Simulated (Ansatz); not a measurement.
KCl in the zincblende structure, relaxed with r2SCAN: 4 runs in the plane-wave code Ansatz, each a calculation of independent-particle optics. The symmetry is F-43m (No. 216, cubic); conventional cell a = 7.015 Å, 43.14 Å³ an atom. K is surrounded by 4 Cl at 3.04 Å; Cl is surrounded by 4 K at 3.04 Å. (Calculated; spin-unpolarised; the phase may be known or hypothetical.)

```yaml
crystal:
  lattice:
    - [0.00000, 3.50728, 3.50728]
    - [3.50728, 0.00000, 3.50728]
    - [3.50728, 3.50728, 0.00000]
  atoms:
    - { symbol: K, position: [0.00000, 0.00000, 0.00000] }
    - { symbol: Cl, position: [0.25000, 0.25000, 0.25000] }
```

On meshes this coarse, single peaks can be features of the mesh. No local fields, no excitons; the zone sum runs over the cells of the mesh, and ε∞ includes the bands left out of the spectrum. Up to four peaks are listed, those above 15 % of the tallest and inside the complete range; the four can differ from row to row. Rows marked drawn have settings drawn at random (some not listed).

| functional | k mesh | broadening (eV) | scissors (eV) | range (eV) | settings | direct gap on the mesh before scissors (eV) | ε∞ xx | ε∞ yy | ε∞ zz | complete up to (eV) | tallest peaks of mean ε₂ (eV) |
| --- | --- | --- | --- | --- | --- | --- | --- | --- | --- | --- | --- |
| r2SCAN | 6×6×6 | 0.1 | 0.00 | 0–20 | chosen | 5.39 | 2.04 | 2.04 | 2.04 | 20.0 | 8.35 9.90 11.45 11.70 |
| PBE | 6×6×6 | 0.1 | 1.24 (to HSE06) | 0–20 | chosen | 4.82 | 2.02 | 2.02 | 2.02 | 20.0 | 9.00 10.40 11.90 12.05 |
| LDA | 4×4×4 | 0.03 | 0.30 | 2–6 | drawn | 4.51 | 2.18 | 2.18 | 2.18 | 6.0 | none |

Q: Estimate from these rows what the further settings give.
```
functional  k mesh  broadening (eV)  scissors (eV)  range (eV)  settings
       PBE   6×6×6              0.1           0.00        0–20    chosen
```

A:

| functional | k mesh | broadening (eV) | scissors (eV) | range (eV) | settings | direct gap on the mesh before scissors (eV) | ε∞ xx | ε∞ yy | ε∞ zz | complete up to (eV) | tallest peaks of mean ε₂ (eV) |
| --- | --- | --- | --- | --- | --- | --- | --- | --- | --- | --- | --- |
| PBE | 6×6×6 | 0.1 | 0.00 | 0–20 | chosen | 4.82 | 2.15 | 2.15 | 2.15 | 20.0 | 7.75 9.15 10.65 10.80 |
